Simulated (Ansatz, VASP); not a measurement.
As in VASP and in Ansatz

```
As
1.0
     3.01438    0.00000    0.00000
    -1.50719    2.61053    0.00000
     0.00000    0.00000    4.59283
As
2
Direct
  0.33333 0.66667 0.25000
  0.66667 0.33333 0.75000
```

Alike in both runs: task single point; functional RPBE; k mesh 13 × 13 × 8; occupations fermi-dirac, width 0.1 eV; no spin polarisation.

```csv
,VASP,Ansatz
version,VASP 6.6.1,Ansatz 0.2.0
potentials or method,"VASP PAW PBE potentials, release 64 (As)","plane waves (420 eV) with PAW, scalar-relativistic"
plane-wave cutoff (eV),520,420
valence electrons in the cell,10,30
```

Ansatz gave:

| Item | Value |
| --- | --- |
| pressure (GPa) | 7.7 |
| largest component of the traceless stress (GPa) | 0.23 |

Problem. Which values does VASP return?

Solution. Pressure (GPa): 7.7; largest component of the traceless stress (GPa): 0.25.

The two sets of potentials don't hold the same shells in valence.

Caveats: the PAW data sets were made with another functional, which shifts forces and pressure a little (VASP).
